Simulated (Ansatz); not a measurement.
CuI under changes of volume

One of the cells (27.401 Å³/atom); the others are scaled copies at fixed shape and fractional positions:

```
I Cu
1.0
     4.09020    0.00000    0.00000
     0.00000    4.09020    0.00000
     0.00000    0.00000    6.55146
I Cu
2 2
Direct
  0.00000 0.50000 0.74303
  0.50000 0.00000 0.25697
  0.00000 0.00000 0.00000
  0.50000 0.50000 0.00000
```

Measurements of this composition are mostly on another form, of space group No. 216.

- Program: Ansatz 0.2.0
- Functional: PBE
- Potentials or basis: all-electron LAPW, scalar-relativistic
- Cutoff: 276 eV (chosen from the basis error)
- Basis error allowed: 0.001 eV/atom
- k mesh: 7 × 7 × 4
- Occupations: fermi-dirac, width 0.05 eV
- Spin: no spin polarisation

| volume (Å³/atom) | energy over the lowest point (meV/atom) | pressure (GPa) | gap on the mesh (eV) | largest force (eV/Å) |
| --- | --- | --- | --- | --- |
| 25.757 | 32.94 | 4.7 | 1.72 | 0.750 |
| 26.305 | 19.09 | 3.4 | 1.68 | 0.531 |
| 26.853 | ? | ? | ? | ? |
| 27.401 | 3.12 | 1.3 | 1.61 | 0.148 |
| 27.949 | 0.14 | 0.4 | 1.58 | 0.020 |
| 28.497 | 0.00 | -0.3 | 1.54 | 0.172 |
| 29.045 | 2.38 | -1.0 | 1.51 | 0.312 |

What does the run at 26.853 Å³/atom give?

Energy over the lowest point 9.30 meV/atom; pressure 2.3 GPa; gap on the mesh 1.65 eV; largest force 0.331 eV/Å.

Worked out: A Birch-Murnaghan fit of order 3 (a polynomial in V^(-2/3)) to the other rows has its minimum at 28.25 Å³/atom with B0 = V·E''(V) = 40 GPa and B' = 5.1 at fixed shape and positions, which overstates the stiffness. It gives 9.30 meV/atom at 26.853 Å³/atom, against the run's 9.30, and -dE/dV = 2.3 GPa, against 2.3. A straight line through the other rows of the gap, of slope -1.74 eV per unit of ln V (its deformation potential), gives 1.65 eV, against the run's 1.65.

Energies are extrapolated to zero smearing.

Caveats: spin-orbit coupling is left out, which moves the levels of the heavy elements; this functional lacks dispersion, which binds the layers, so the pressure and a relaxed spacing across them are unreliable.
